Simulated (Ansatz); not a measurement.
**Sr: distorted cells**

All numbers below come from Ansatz, DFT PBEsol, scalar-relativistic, plane waves, PAW.

Settings: cutoff 420 eV, Γ-centred mesh 10×10×10 on the computed 1-atom cell, Gaussian smearing of 0.05 eV; no spin polarisation.

Reference cell:

```xyz
1
Lattice="0.0000 3.0423 3.0423 3.0423 0.0000 3.0423 3.0423 3.0423 0.0000" Properties=species:S:1:pos:R:3 pbc="T T T"
Sr    0.0000    0.0000    0.0000
```

Each variant moves atoms of this cell by the vectors given, if any (Å), and then applies a symmetric strain (tensor components, Cartesian axes). The reference cell isn't relaxed at this level. Energies are per atom at zero smearing, counted from the lowest variant. Pressure is positive in compression.

1. strain (xx yy zz yz xz xy, %) -3.66 -3.66 -3.66 -6.00 -6.00 6.00
2. strain (xx yy zz yz xz xy, %) 3.34 3.34 3.34 0.00 0.00 0.00
3. strain (xx yy zz yz xz xy, %) 2.54 2.54 2.54 0.00 0.00 0.00
4. strain (xx yy zz yz xz xy, %) 4.36 4.36 4.36 0.00 0.00 0.00

```json
{"variant": "1", "ΔE (meV/atom)": "55.1", "P (GPa)": "1.07", "largest force (eV/Å)": "0.00", "gap on mesh (eV)": "0", "space group": "R-3m"}
{"variant": "2", "ΔE (meV/atom)": "?", "P (GPa)": "?", "largest force (eV/Å)": "?", "gap on mesh (eV)": "?", "space group": "?"}
{"variant": "3", "ΔE (meV/atom)": "0.0", "P (GPa)": "-1.47", "largest force (eV/Å)": "0.00", "gap on mesh (eV)": "0", "space group": "Fm-3m"}
{"variant": "4", "ΔE (meV/atom)": "33.3", "P (GPa)": "-1.80", "largest force (eV/Å)": "0.00", "gap on mesh (eV)": "0", "space group": "Fm-3m"}
```

**Question.** Give the withheld rows.

**Answer.**
| variant | ΔE (meV/atom) | P (GPa) | largest force (eV/Å) | gap on mesh (eV) | space group |
| --- | --- | --- | --- | --- | --- |
| 2 | 13.6 | -1.62 | 0.00 | 0 | Fm-3m |